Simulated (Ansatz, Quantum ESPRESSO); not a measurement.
# BaS (Fm-3m): Raman and infrared activity

Aim: Raman and infrared lines of BaS (Fm-3m).

Main program and level: Quantum ESPRESSO 8.0 development, patched; DFT LDA, scalar-relativistic, plane waves, PseudoDojo norm-conserving pseudopotentials.

## Step 1: The structure

Symmetry: Fm-3m, No. 225, cubic system. The conventional cell has a = 6.388 Å, b = 6.388 Å, c = 6.388 Å, α = 90.00°, β = 90.00°, γ = 90.00°. Nearest to Ba lie 6 S at 3.19 Å. S has 6 Ba at 3.19 Å nearest. Farther neighbours and most contacts between anions are not listed.

## Step 2: A first look

Before anything dear is run, a loose run with smearing shows whether this is a metal and how far the cell is from rest.

Contents of probe.in:

```
&control
   calculation = 'scf'
   prefix = 'x'
   outdir = './tmp'
   pseudo_dir = './pseudo'
   tprnfor = .true.
   tstress = .true.
   verbosity = 'high'
/
&system
   ibrav = 2
   celldm(1) = 12.07062562
   nat = 2
   ntyp = 2
   ecutwfc = 57.0
   occupations = 'smearing'
   smearing = 'gaussian'
   degauss = 0.01
/
&electrons
   conv_thr = 1.0d-07
   mixing_beta = 0.7
   electron_maxstep = 100
/
ATOMIC_SPECIES
 Ba    137.3270  Ba.upf
 S      32.0600  S.upf
ATOMIC_POSITIONS crystal
 Ba     0.000000000   0.000000000   0.000000000
 S      0.500000000   0.500000000   0.500000000
K_POINTS automatic
 6 6 6 0 0 0
```

The run is started by

```console
$ OMP_NUM_THREADS=1 mpirun -n 2 pw.x -nk 2 -in probe.in > probe.out
```

Planned after this: relaxation; self-consistent run for the response; linear response at Γ; modes with the sum rule; sum rules set otherwise (asr no); sum rules set otherwise: a sum rule for molecules or wires on a crystal; modes along a direction of q (1 0 0); A second program; the two compared: QE PseudoDojo and Ansatz, library NC. Settings of the main run: cutoff 57 Ry, 6×6×6 k-mesh, fixed occupations, response threshold 1.00e-18, field response on, Raman on, q point (0, 0, 0).

**Question.** What will these runs give for the highest optical zone-centre mode and highest mode moved by the LO-TO term?

No mode is Raman active in this structure; the strongest infrared line lies at 152 cm⁻¹. At the LDA level the optical modes of BaS (Fm-3m) at the zone centre (no LO-TO term) lie at 152 cm⁻¹. Along the directions run, the highest mode that the macroscopic field moves lies at 253 cm⁻¹.

| Item | Value |
| --- | --- |
| volume per atom | 31.0 Å³ |
| gap on the k-mesh | 1.86 eV |
| highest optical zone-centre mode (no LO-TO term) | 152.4 cm⁻¹ |
| highest mode moved by the LO-TO term | 253.1 cm⁻¹ |
| mean high-frequency dielectric constant | 5.25 |
| largest Born charge in size (third of the trace) | 2.66 e |
| mean static dielectric constant | 14.5 |
| imaginary optical modes at the zone centre (no q mesh in this session) | none |
| largest difference from Ansatz, library NC | 3.8 cm⁻¹ |

Lattice motion raises the mean dielectric constant from 5.254 to 14.50. The Born charge of S is -2.658 e against a formal charge of -2, somewhat above it. The Lyddane-Sachs-Teller relation holds: (ωLO/ωTO)² is 2.76 and ε₀/ε∞ is 2.76. QE PseudoDojo and Ansatz, library NC differ by 3.8 cm⁻¹ in the root mean square and by 3.8 cm⁻¹ at most, 2.5 % of the highest mode compared (acoustic modes at Γ left out); the two use different potentials, and the cell was not relaxed for the second set. These are harmonic frequencies at zero temperature: anharmonic shifts and linewidths and thermal expansion are left out. Spin-orbit coupling is left out, which can matter for the heavy elements here. The total energies of the two programs lie far apart, so at least one potential file in Ansatz's library differs from the published one read by the first program. The build is a development version in which the Raman tensors of release 7.5 are mended; dynmat.x leaves out the electro-optic term of LO lines.

[Host names and launcher messages were left out of these logs when they were recorded.]

[Logs are printed without paths, hosts, clocks, repeated set-up lines and the standing remarks that a program may print on its own settings, such as how far it seeks lower states.]

[Hosts, paths, dates, database ids (printed as entryN), source tags and the programs' standing remarks are cut or masked in the printed files.]
